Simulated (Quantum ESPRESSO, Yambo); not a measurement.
# Quasiparticle gap of GaP (F-43m) in Yambo, part 2 of 3

Aim: the G0W0 gap of GaP (F-43m) on PBE, step by step.

Quantum ESPRESSO 7.5 and Yambo 5.3.0; PBE and many-body steps on it, plane waves. Known limits of the many-body steps: not at the basis limit; no spin-orbit coupling; coarse k mesh.

So far. Step 2 (Ground state): The gap is indirect, with the least direct gap 0.16 eV higher. Step 3 (Bands along the symmetry lines): The gap is 1.594 eV, −0.059 eV from the run before at this level.

**4. Empty states on the mesh, 4×4×4 mesh, 181 bands**

Level of this step: DFT, PBE, plane waves, norm-conserving pseudopotentials (Quantum ESPRESSO).

The sums over transitions need many empty states on a uniform mesh; this step solves for them.

Contents of pw.in:

```
&control
  calculation = 'nscf'
  prefix = 'x'
  outdir = 'o'
  pseudo_dir = 'pseudo'
/
&system
  ibrav = 0
  nat = 2
  ntyp = 2
  ecutwfc = 104.0
  nbnd = 181
  force_symmorphic = .true.
/
&electrons
  conv_thr = 1e-9
  electron_maxstep = 80
  diago_full_acc = .true.
  diago_thr_init = 5e-6
/
ATOMIC_SPECIES
  Ga 69.723 Ga.upf
  P 30.974 P.upf
CELL_PARAMETERS angstrom
  0.0000000000 2.7252500000 2.7252500000
  2.7252500000 0.0000000000 2.7252500000
  2.7252500000 2.7252500000 0.0000000000
ATOMIC_POSITIONS crystal
  Ga 0.0000000000 0.0000000000 0.0000000000
  P 0.2500000000 0.2500000000 0.2500000000
K_POINTS automatic
  4 4 4 0 0 0
```

Run with:

```
$ OMP_NUM_THREADS=1 mpirun -n 8 pw.x -nk 4 -in pw.in > pw.out
```

Output:

```text
[banner, memory and clock lines left out]
Program PWSCF v.7.5 starts

     Atomic positions and unit cell read from directory:
     o/x.save/

     Message from routine setup:
     using ibrav=0 with symmetry is DISCOURAGED, use correct ibrav instead

     bravais-lattice index     =            0
     lattice parameter (alat)  =       7.2832  a.u.
     unit-cell volume          =     273.1780 (a.u.)^3
     number of atoms/cell      =            2
     number of atomic types    =            2
     number of electrons       =        26.00
     number of Kohn-Sham states=          181
     kinetic-energy cutoff     =     104.0000  Ry
     charge density cutoff     =     416.0000  Ry
     Exchange-correlation= PBE
                           (   1   4   3   4   0   0   0)

     celldm(1)=   7.283166  celldm(2)=   0.000000  celldm(3)=   0.000000
     celldm(4)=   0.000000  celldm(5)=   0.000000  celldm(6)=   0.000000

     crystal axes: (cart. coord. in units of alat)
               a(1) = (   0.000000   0.707107   0.707107 )
               a(2) = (   0.707107   0.000000   0.707107 )
               a(3) = (   0.707107   0.707107   0.000000 )

     reciprocal axes: (cart. coord. in units 2 pi/alat)
               b(1) = ( -0.707107  0.707107  0.707107 )
               b(2) = (  0.707107 -0.707107  0.707107 )
               b(3) = (  0.707107  0.707107 -0.707107 )
     Pseudo is Norm-conserving + core correction, Zval = 21.0
     Generated using ONCVPSP code by D. R. Hamann
     Using radial grid of 1902 points,  6 beta functions with:
     Pseudo is Norm-conserving + core correction, Zval =  5.0
     Generated using ONCVPSP code by D. R. Hamann
     Using radial grid of 1298 points,  6 beta functions with:
     Ga               21.00    69.72300     Ga( 1.00)
     P                 5.00    30.97400     P ( 1.00)

     24 Sym. Ops. (no inversion) found

   Cartesian axes

     site n.     atom                  positions (alat units)
         1        Ga     tau(   1) = (   0.0000000   0.0000000   0.0000000  )
         2        P      tau(   2) = (   0.3535534   0.3535534   0.3535534  )

     number of k points=     8
                       cart. coord. in units 2pi/alat
        k(    1) = (   0.0000000   0.0000000   0.0000000), wk =   0.0312500
        k(    2) = (   0.1767767   0.1767767  -0.1767767), wk =   0.2500000
        k(    3) = (  -0.3535534  -0.3535534   0.3535534), wk =   0.1250000
[...]
k(    7) = (  -0.7071068   0.0000000   0.0000000), wk =   0.0937500
        k(    8) = (  -0.7071068   0.3535534   0.0000000), wk =   0.1875000

     Dense  grid:    39189 G-vectors     FFT dimensions: (  48,  48,  48)

     The potential is recalculated from file :
     o/x.save/charge-density

     Starting wfcs are   17 randomized atomic wfcs +  164 random wfcs

     Band Structure Calculation

     End of band structure calculation

          k = 0.0000 0.0000 0.0000 (  4909 PWs)   bands (ev):

  -135.1871 -85.9119 -85.9119 -85.9119  -6.3350  -6.3350  -6.3350  -6.2380
    -6.2380  -4.2883   8.2046   8.2046   8.2046  10.0222  12.0913  12.0913
    12.0913  17.0190  17.9322  17.9322  20.6547  20.6547  20.6547  24.0456
[...]
[... 11 further rows ...]
[...]
143.5867 145.6733 145.6733 145.6733 149.1135

          k = 0.1768 0.1768-0.1768 (  4873 PWs)   bands (ev):

[...]
[... 11 further rows ...]
[...]
147.0095 147.4546 147.4546 148.5552 148.5552

          k =-0.3536-0.3536 0.3536 (  4910 PWs)   bands (ev):

[...]
73.2092  75.8608  75.8608  76.0942  76.2736  76.2736  77.2919  79.4084
     [... 11 further rows ...]
   139.4439 139.4439 140.2466 140.2466 140.7670 142.8604 142.8604 144.4730
   146.4314 146.4314 146.9758 148.9966 148.9966

          k = 0.3536 0.0000 0.0000 (  4865 PWs)   bands (ev):

     [... further k-points ...]

     highest occupied, lowest unoccupied level (ev):     8.2046    9.8577

     XML data file, pseudopotentials, collected wavefunctions
```

The job ended after 8.7 s (8 MPI ranks of Arm Neoverse V2, shared host; peak memory 0.78 GiB; 69 s of CPU time).

Numbers from this step:

| Property | Result |
| --- | --- |
| gap | 1.653 eV |
| k of the valence top | 0, 0, 0 |
| k of the conduction bottom | 0, -0.5, -0.5 |
| least direct gap | 1.818 eV |
| k points computed | 8 |
| lowest point of the top converged band, above the valence top | 137.8218 eV |

On this mesh the gap is 1.653 eV.

**5. Conversion and set-up**

This step: Yambo 5.3.0; conversion and set-up on PBE, plane waves, norm-conserving pseudopotentials.

The states are converted to the many-body program's format and the q mesh is built.

Run with:

```
$ (cd o/x.save; p2y > p2y.log; mv SAVE ../..); yambo > setup.log
```

Output:

```text
 Yambo, version 5.3.0

 [02] CORE Variables Setup
 =========================

  [02.01] Unit cells
  ==================

  Cell kind             :  FCC
  Atoms in the cell     :  Ga  P
  number of Ga atoms    :  1
  number of P  atoms    :  1

  List of atomic masses
  Mass of Ga    :  69.72300
  Mass of P     :  30.97400

  List of atomic coordinates    : [cc]
  Ga1       :  0.000000  0.000000  0.000000  order 1
  P1       :  2.574988  2.574988  2.574988  order 2

  Alat factors          :  5.149976  5.149976  5.149976 [a.u.]
  Direct lattice volume :  273.1780 [a.u.]
  Direct lattice vectors:  A[ 1 ]  A[ 2 ]  A[ 3 ]
   A[ 1 ]:  0.000000  1.000000  1.000000  [iru]
   0.000000  5.149976  5.149976  [cc]
   A[ 2 ]:  1.000000  0.000000  1.000000  [iru]
   5.149976  0.000000  5.149976  [cc]
   A[ 3 ]:  1.000000  1.000000  0.000000  [iru]
   5.149976  5.149976  0.000000  [cc]

  Recip. lattice volume :  0.908017 [a.u.]
  Recip. lattice vectors:  B[ 1 ]  B[ 2 ]  B[ 3 ]
   B[ 1 ]: -0.500000  0.500000  0.500000  [iku]
  -0.610021  0.610021  0.610021  [cc]
   B[ 2 ]:  0.500000 -0.500000  0.500000  [iku]
   0.610021 -0.610021  0.610021  [cc]
   B[ 3 ]:  0.500000  0.500000 -0.500000  [iku]
   0.610021  0.610021 -0.610021  [cc]

  [02.02] Symmetries
  ==================

  Inversion symmetry    : yes
  Spatial inversion     : no
  Inversion index       :  25
  K-space Time-reversal : yes
  Magnetic symmetries   : no
  Time-reversal derived K-space symmetries:   25   48
  Group table correct   : yes
  Symmetries units      :  [cc]

   [S  1]:   1.0000      0.28077E-16  0.28077E-16  0.28077E-16   1.0000     -0.28077E-16 -0.28077E-16 -0.28077E-16   1.0000
   [S  2]:  -1.0000     -0.28077E-16  0.28077E-16 -0.28077E-16  -1.0000     -0.28077E-16  0.28077E-16  0.28077E-16   1.0000
   [S  3]:  -1.0000      0.28077E-16 -0.28077E-16 -0.28077E-16   1.0000      0.28077E-16  0.28077E-16 -0.28077E-16  -1.0000
[...]
[S  9]:  0.28077E-16   1.0000      0.28077E-16 -0.28077E-16  0.28077E-16   1.0000       1.0000     -0.28077E-16 -0.28077E-16
   [S 10]:  0.28077E-16  -1.0000     -0.28077E-16 -0.28077E-16 -0.28077E-16  -1.0000       1.0000      0.28077E-16  0.28077E-16
     [... 36 further rows ...]
   [S*47]:   1.0000      0.28077E-16 -0.28077E-16  0.28077E-16 -0.28077E-16  -1.0000     -0.28077E-16   1.0000      0.28077E-16
   [S*48]:   1.0000     -0.28077E-16  0.28077E-16  0.28077E-16  0.28077E-16   1.0000     -0.28077E-16  -1.0000     -0.28077E-16

  [02.03] Reciprocal space
  ========================

  nG shells         :   375
  nG charge         :   39189
  nG WFs            :   5904
  nC WFs            :   4916
  G-vecs. in first 37 shells:  [ Number ]
     1    9   15   27   51   59   65   89  113
    137   169   181   229   259   283   307   331   339
    387   411   459   531   537   561   609   645   701
[...]
1139
  ...
[...]
K/Q-points units:
  rlu = crystal or reduced units; cc = cartesian coordinates; iku = interal k-units

  K [1]          [rlu]:  0.000000  0.000000  0.000000
         WF components:   4909
  K [2]          [rlu]:  0.24132E-17  0.24132E-17  0.25000
         WF components:   4873
  K [3]          [rlu]: -0.48265E-17 -0.48265E-17 -0.50000
         WF components:   4910
  K [4]          [rlu]:  0.17252E-17  0.25000      0.25000
         WF components:   4865
  K [5]          [rlu]:  0.10504E-16  0.25000     -0.50000
         WF components:   4893
  [... 2 further k-points ...]
  K [8]          [rlu]:  0.250000 -0.500000 -0.250000
         WF components:   4916

  [02.05] Energies & Occupations
  ==============================

  [X] === General ===
  [X] Electronic Temperature                        :  0.000000  0.000000 [eV K]
  [X] Bosonic    Temperature                        :  0.000000  0.000000 [eV K]
  [X] Finite Temperature mode                       : no
  [X] El. density                                   :  0.64228E+24 [cm-3]
  [X] Fermi Level                                   :  8.204632 [eV]

  [X] === Gaps and Widths ===
  [X] Conduction Band Min                           :  1.653057 [eV]
  [X] Valence Band Max                              :  0.000000 [eV]
  [X] Filled Bands                                  :  13
  [X] Empty Bands                                   :   14  181
  [X] Direct Gap                                    :  1.817541 [eV]
  [X] Direct Gap localized at k                     :  1
  [X] Indirect Gap                                  :  1.653057 [eV]
  [X] Indirect Gap between kpts                     :   1   7
  [X] Last valence band width                       :  3.419265 [eV]
  [X] 1st conduction band width                     :  3.048655 [eV]

  E @ K [1]:  [eV]
  -143.3917  -94.1165  -94.1165  -94.1165  -14.5396  -14.5396  -14.5396  -14.4426
   -14.443      -12.493     -0.23460E-09 -0.11964E-09   0.0000       1.8175       3.8866       3.8866
    3.88663   8.81441   9.72756   9.72756  12.45007  12.45007  12.45007  15.84095
[...]
occ @ K [1]
[...]
E @ K [2]:  [eV]
[...]
occ @ K [2]
[...]
E @ K [3]:  [eV]
[...]
occ @ K [3]
[...]
E @ K [4]:  [eV]
[...]
occ @ K [4]
[...]
E @ K [5]:  [eV]
[...]
occ @ K [5]
[...]
[... 2 further k-points ...]
  E @ K [8]:  [eV]
[...]
occ @ K [8]
[...]
0.000000  0.000000  0.000000  0.000000  0.000000  0.000000  0.000000  0.000000
   0.000000  0.000000  0.000000  0.000000  0.000000  0.000000  0.000000  0.000000

 [03] Transferred momenta grid and indexing
 ==========================================

 IBZ Q-points                                      :   8
 BZ  Q-points                                      :   64

 K/Q-points units:
 rlu = crystal or reduced units; cc = cartesian coordinates; iku = interal k-units

 Q [1]          [rlu]:  0.000000  0.000000  0.000000
 Q [2]          [rlu]: -0.25926E-17 -0.25926E-17  0.25000
 Q [3]          [rlu]:  0.51853E-17  0.51853E-17 -0.50000
[...]
Q [7]          [rlu]: -0.34504E-17 -0.50000     -0.50000
 Q [8]          [rlu]:  0.250000 -0.500000 -0.250000

  [03.01] X indexes
  =================

   [03.01.01] Sigma indexes
   ========================

 [06] Game Over & Game summary
```

Run time: 2.5 s. Hardware: 1 MPI rank; peak memory 0.25 GiB.

(Continued in part 3 of 3.)

[Paths, hosts, dates, memory and timing lines, banners, echoed tables and standing remarks are left out of the program output.]

[Logs are printed without paths, hosts, clocks, repeated set-up lines and the standing remarks that a program may print on its own settings, such as how far it seeks lower states.]

[Runs of the session that timed out or met a known fault of the program may be left out.]

[Hosts, paths, dates, database ids (printed as entryN), source tags and the programs' standing remarks are cut or masked in the printed files.]
